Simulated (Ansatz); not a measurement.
## SiO2: how the k-point mesh moves the results

These are results of Ansatz, DFT PBEsol, scalar-relativistic, plane waves, PAW, not measurements.

```
Si O
1.0
    -2.38858    2.41461    3.76976
     2.37049   -2.34789    3.71597
     2.42111    2.38041   -3.72745
Si O
2 4
Cartesian
  0.0664 -0.0708 -0.1214
  0.2564 2.3573 1.8066
  1.2982 2.8148 2.7908
  0.5549 1.2004 0.8963
  -1.1354 1.8266 2.7134
  -0.4993 3.6193 0.9951
```

```json
{"plane-wave cutoff": "420 eV", "occupation rule": "Gaussian smearing, 0.02 eV", "spin treatment": "unpolarised"}
```

The atoms stay fixed while the k-point mesh is varied. ΔE is the energy extrapolated to zero smearing, less that of the reference run (6×6×8). The cell was strained and its atoms displaced at random, so that forces don't vanish. The meshes are Γ-centred. Pressure is positive in compression.

Times are rough; the reference took 36 s on 1 thread of Arm Neoverse V1, with other jobs on the host, peak memory 0.45 GiB.

Problem. Tried: 1×1×1, 2×2×2, 2×2×4, 4×4×4, 4×4×6, 6×6×6, 6×6×8. From which k-point mesh on does the energy per atom stay within 100, 10 and 1 meV of the reference?

Solution. 2×2×2 for 100 meV, 2×2×2 for 10 meV, 4×4×4 for 1 meV. The reference itself isn't shown to be converged. At 2×2×2, where the energy is within 10 meV, force components already agree to within 0.009 eV/Å, where the largest force is 8.251 eV/Å.

```csv
mesh,ΔE (meV/atom),P (GPa),largest change of a force component (eV/Å),gap on mesh (eV),irreducible points,wall time (s)
1×1×1,286,10.23,1.540,5.497,1,0.84
2×2×2,2.84,9.07,0.009,5.597,8,1.7
2×2×4,1.27,9.10,0.020,5.597,12,2.6
4×4×4,0.03,9.11,0.000,5.599,36,8.2
4×4×6,0.01,9.11,0.000,5.599,52,12
6×6×6,0.01,9.11,0.000,5.599,112,25
6×6×8,0.00,9.11,0.000,5.599,148,36
```

This form isn't the usual stable structure of the compound.